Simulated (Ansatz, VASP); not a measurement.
## Two plane-wave programs on Zr

```
Zr
1.0
     4.91730    0.00000    0.00000
    -2.45865    4.25850    0.00000
     0.00000    0.00000    5.97776
Zr
4
Direct
  0.00000 0.00000 0.23316
  0.00000 0.00000 0.76684
  0.33333 0.66667 0.00000
  0.66667 0.33333 0.00000
```

Alike in both runs: functional PBE; k mesh 12 × 12 × 8; occupations gaussian, width 0.1 eV; no spin polarisation.

Ansatz relaxed the structure, and its values are those at the end. VASP's run is a single point on that final structure, the one shown.

|  | VASP | Ansatz |
| --- | --- | --- |
| version | VASP 6.6.1 | Ansatz 0.2.0 |
| potentials or method | VASP PAW PBE potentials, release 64 (Zr_sv) | scalar-relativistic, plane waves, PAW |
| plane-wave cutoff (eV) | 520 | 420 |
| valence electrons in the cell | 48 | 48 |

|  | VASP | Ansatz | Ansatz less VASP |
| --- | --- | --- | --- |
| gap on the k mesh at the Fermi level (eV) | none | none | - |
| pressure (GPa) | 0.0 | 0.0 | 0.00 |

A gap of «none» marks a metal or a gap that the smearing closes.
